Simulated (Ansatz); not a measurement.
HgSe:

```
Hg Se
1.0
     0.00000    3.03900    3.03900
     3.03900    0.00000    3.03900
     3.03900    3.03900    0.00000
Hg Se
1 1
Direct
  0.00000 0.00000 0.00000
  0.75000 0.75000 0.75000
```

| Property | Result |
| --- | --- |
| Program | Ansatz 0.2.0 |
| Task | single point |
| Functional | PBE |
| Potentials or basis | Ansatz PAW |
| Cutoff | 420 eV (not typed: the program's choice for these potentials) |
| k mesh | 8 × 8 × 8 |
| Occupations | fermi-dirac, width 0.05 eV |
| Spin | no spin polarisation |

On this cell: pressure 4.7 GPa; largest force zero by symmetry; band gap on the k mesh none (metal or under the smearing width).

The same run follows on a disturbed copy (atoms moved at random, drawn with an rms of 0.05 Å):

```
Hg Se
1.0
     0.00000    3.03900    3.03900
     3.03900    0.00000    3.03900
     3.03900    3.03900    0.00000
Hg Se
1 1
Cartesian
  0.0081 0.0492 -0.0090
  4.5444 4.6040 4.5260
```

Problem. What changes?

Solution. The energy (extrapolated to zero smearing) moves by +1.0 meV/atom; pressure 4.7 GPa; largest force 0.124 eV/Å; band gap on the k mesh none (metal or under the smearing width).

Forces in eV/Å, atoms in the order of the input:
```
Hg  -0.085 -0.005 -0.090
Se   0.085  0.005  0.090
```

Stress tensor (GPa, compression positive):
```
 4.74 -0.44 -0.04
-0.44  4.75 -0.41
-0.04 -0.41  4.73
```
